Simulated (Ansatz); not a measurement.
# SnS: the cost of one run

Program: Ansatz 0.2.0. Level of theory: DFT PBE+D3(BJ), scalar-relativistic, plane waves, PAW. These are calculated values, not measurements.

## 1. The system as given

It takes space group Pnma (No. 62, orthorhombic). The conventional cell has a = 11.200 Å, b = 3.987 Å, c = 4.334 Å, α = 90.00°, β = 90.00°, γ = 90.00°. Sn (site symmetry m) is surrounded by 3 S at 2.63 to 2.67 Å. S (site symmetry m) has 3 Sn at 2.63 to 2.67 Å as nearest neighbours.

Structure file:

```
CELL_PARAMETERS angstrom
11.20000 0.00000 0.00000
0.00000 3.98700 0.00000
0.00000 0.00000 4.33400
ATOMIC_POSITIONS crystal
Sn 0.11940 0.25000 0.11980
Sn 0.38060 0.75000 0.61980
Sn 0.61940 0.25000 0.38020
Sn 0.88060 0.75000 0.88020
S 0.85080 0.25000 0.47930
S 0.64920 0.75000 0.97930
S 0.35080 0.25000 0.02070
S 0.14920 0.75000 0.52070
```

The structure rests on an entry of the Crystallography Open Database; cell or positions may have been set otherwise for this series.

## 2. Relaxing cell and atoms: SnS, no spin

File input.yaml:

```yaml
crystal:
  lattice:
    - [11.2, 0.0, 0.0]
    - [0.0, 3.987, 0.0]
    - [0.0, 0.0, 4.334]
  atoms:
    - { symbol: Sn, position: [0.1194, 0.25, 0.1198] }
    - { symbol: Sn, position: [0.3806, 0.75, 0.6198] }
    - { symbol: Sn, position: [0.6194, 0.25, 0.3802] }
    - { symbol: Sn, position: [0.8806, 0.75, 0.8802] }
    - { symbol: S, position: [0.8508, 0.25, 0.4793] }
    - { symbol: S, position: [0.6492, 0.75, 0.9793] }
    - { symbol: S, position: [0.3508, 0.25, 0.0207] }
    - { symbol: S, position: [0.1492, 0.75, 0.5207] }
scf:
  occupations: { method: fixed }
output:
  forces: true
  stress: true
  eigenvalues: true
  write_density: true
  write_potential: true
  elf: true
  volumetric_format: npy
kpoints:
  mp_grid: { grid: [4, 8, 8] }
hamiltonian:
  xc: pbe
  dispersion: d3bj
relax:
  f_tol: 0.001
  max_steps: 90
  cell: { stress_tol: 0.01 }
```

Command:

```bash
ansatz run input.yaml --threads 4 --pin off --max-ram 12288MiB --backend cpu --events-out ev --progress --plain --runs-dir out
```

What time and memory should one allow on 4 threads of Intel Xeon 6975P-C (Granite Rapids), shared host?

About 69 s, with a peak of 0.91 GiB.
